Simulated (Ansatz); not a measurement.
Write a Python script for Ansatz 0.2.0 through its Python package that makes a phonon calculation by linear response of CaO, space group Fm-3m. Use: PBEsol, PAW, cutoff 420 eV, 6×6×6 k-points, fixed occupations.

```yaml
crystal:
  lattice:
    - [0.00000, 2.40650, 2.40650]
    - [2.40650, 0.00000, 2.40650]
    - [2.40650, 2.40650, 0.00000]
  atoms:
    - { symbol: Ca, position: [0.00000, 0.00000, 0.00000] }
    - { symbol: O, position: [0.50000, 0.50000, 0.50000] }
```

Script `dfpt.py`:
```python
from pathlib import Path

import ansatz as az
import numpy as np
from pymatgen.core import Lattice, Structure
from pymatgen.io.ase import AseAtomsAdaptor

pmg_structure = Structure(
    Lattice([[0.0, 2.4065, 2.4065], [2.4065, 0.0, 2.4065], [2.4065, 2.4065, 0.0]]),
    ["Ca", "O"],
    [
        [0.0, 0.0, 0.0],
        [0.5, 0.5, 0.5],
    ],
)
crystal = az.Crystal.from_ase(AseAtomsAdaptor.get_atoms(pmg_structure))

calculation = crystal.calculation()
calculation = calculation.occupations(az.OccupationsMethod.FIXED)
calculation = calculation.functional("pbesol")
calculation = calculation.basis(420)
calculation = calculation.scf(tolerance=1e-09).pseudopotentials("paw")
calculation = calculation.kpoints(6, 6, 6)
calculation = calculation.phonons("dfpt", dielectric=True, lo_to_directions=[(0, 0, 1)])
res = calculation.run(runs_dir="runs")
ph = res.phonons

print("Gamma modes (1/cm):", " ".join(f"{w:.1f}" for w in ph.gamma_omega_inv_cm))
print("in meV:", " ".join(f"{w * 0.1239842:.2f}" for w in ph.gamma_omega_inv_cm))
field = res.phonons_dielectric
print("eps_inf diagonal:", np.round(np.diag(field.eps_inf), 3))
for site, z in zip(res.lattice.sites, field.zstar_e):
    print(f"Born charge {site.symbol:2s}", np.round(np.diag(z), 3) + 0.0)
rows = (Path(res.output_folder) / "results" / "optical_modes.tsv").read_text().splitlines()
for line in rows:
    if not line.startswith("#"):
        print("  ".join(f"{float(v):.3f}" for v in line.split()[:8]))
```

Running `python dfpt.py` prints:
```text
DeckWarning: phonons.dielectric: true without phonons.rigid_motions: the static dielectric tensor ε⁰ will be withheld (ε∞, Z* and the rows of modes are given); for a crystal or a slab, whose only [...]
Gamma modes (1/cm): 0.0 0.0 0.0 251.9 251.9 251.9
in meV: 0.00 0.00 0.00 31.23 31.23 31.23
eps_inf diagonal: [3.844 3.844 3.844]
Born charge Ca [2.351 2.351 2.351]
Born charge O  [-2.351 -2.351 -2.351]
0.000  0.000  0.000  251.851  3.000  33.447  0.483  -0.000
0.577  0.577  -0.577  251.851  2.000  22.298  0.322  -0.161
0.577  0.577  -0.577  534.215  1.000  11.149  0.161  0.161
```
(Warnings from the package without file and line, shortened.)

The cell isn't relaxed first, so the values belong to this volume. The structure is a deposited one; some such entries were measured under pressure or heat, so a shift against it needn't be the functional's error alone. The structure is taken as given; imaginary modes can come from an unrelaxed or unstable start. Wall time of the script: 12 s on 1 thread of Arm Neoverse V2 (shared host), peak memory 0.47 GiB.
